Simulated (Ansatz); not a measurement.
CoPdO2: an elastic constant from a strain scan

Method: DFT PBE, scalar-relativistic, plane waves, PAW (Ansatz). The runs took a 420 eV cutoff, a Γ-centred 18×18×18 mesh and Gaussian smearing (0.15 eV). No spin polarisation. A magnetic state may lie lower. Energies are free energies at this smearing, counted from the undisturbed cell; pressure is positive in compression.

The undisturbed cell (relaxed at this level; it needn't be the usual structure):

```
CELL_PARAMETERS angstrom
1.43106 0.82622 5.94557
-1.43106 0.82622 5.94557
0.00000 -1.65244 5.94557
ATOMIC_POSITIONS crystal
Co 0.50000 0.50000 0.50000
Pd 0.00000 0.00000 0.00000
O 0.11284 0.11284 0.11284
O 0.88716 0.88716 0.88716
```

The cell is strained by ε times the Voigt pattern (1, 1, 0, 0, 0, 0) (xx, yy, zz, yz, xz, xy; engineering shear) with fractional coordinates fixed. The cell holds 4 atoms in V0 = 42.18 Å³. The stress column is τ = (1/V0) dE/dε, got from the stress tensor σ (compression positive) at each point as −det(1 + εP) σ : P(1 + εP)⁻¹, with P the pattern as a tensor.

```
      ε  ΔE (meV/atom)  τ (GPa)
-0.0200         13.002  -20.371
-0.0150          7.197  -14.914
-0.0100          3.154   -9.714
 0.0000          0.000   -0.046
 0.0050          0.725    4.441
 0.0150          6.435   12.763
 0.0200              ?        ?
```

Problem. Which combination of elastic constants does this scan measure, and how large is it?

Solution. For small ε, τ = τ0 + Kε with K = pᵀCp, which for this pattern is C11 + C22 + 2 C12 in the Cartesian frame shown. The parabola through τ at ε = -0.0100, 0 and 0.0050 has slope K = 921 GPa at zero. The energies per cell, E = NΔE, of the same two points give K = 2[E(ε₊)/ε₊ − E(ε₋)/ε₋]/[(ε₊ − ε₋)V0] = 933 GPa, in agreement. These are clamped-ion values.

Problem. Predict the withheld row at ε = 0.0200 from the harmonic law, and compare.

Solution. ΔE = V0(τ0 ε + Kε²/2)/N = 12.057 meV/atom and τ = 18.37 GPa. The calculation gives 11.275 meV/atom and 16.62 GPa: the energy lies 6 % below the harmonic value, as bonds soften when stretched.

Forces appear on the atoms along this scan, and letting them relax would lower the energy and soften the response. No gap shows at this level, though a semilocal functional can close a small gap that the real compound has; without a gap these slopes depend on the k mesh and the smearing.

Cost: 7 runs of about 6 core-minutes in all, on AMD EPYC 7R43 (Zen 3) (shared hosts).